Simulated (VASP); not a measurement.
Here is a VASP 6.6.1 calculation.

INCAR

```
PREC = Accurate ; ENCUT = 520
EDIFF = 1E-6 ; ISMEAR = 0
SIGMA = 0.1 ; LREAL = F
LASPH = T ; NELM = 60
ALGO = Normal ; ISIF = 2
LWAVE = F ; LCHARG = F
METAGGA = R2SCAN ; LMIXTAU = T
```

Contents of KPOINTS:

```
Automatic mesh
0
Gamma
  20 20 20
```

The input POSCAR:

```
Os
1.0
   -1.5319200000      1.5319200000      1.5319200000
    1.5319200000     -1.5319200000      1.5319200000
    1.5319200000      1.5319200000     -1.5319200000
Os
1
Direct
    0.0000000000      0.0000000000      0.0000000000
```

Potentials or basis: VASP PAW PBE potentials, release 64 (Os).

Run with:

```console
$ cat potpaw_PBE.64/Os/POTCAR > POTCAR
$ mpirun -np 1 vasp_std > vasp.out
```

Question: Predict the band gap on the k mesh.

Answer: None (metal or under the smearing width).

Question: What does it give for the pressure?

Answer: 3.9 GPa.

Caveat: the PAW data sets were made with another functional, which shifts forces and pressure a little. The run has no spin-orbit coupling, so splittings on Os are missing.
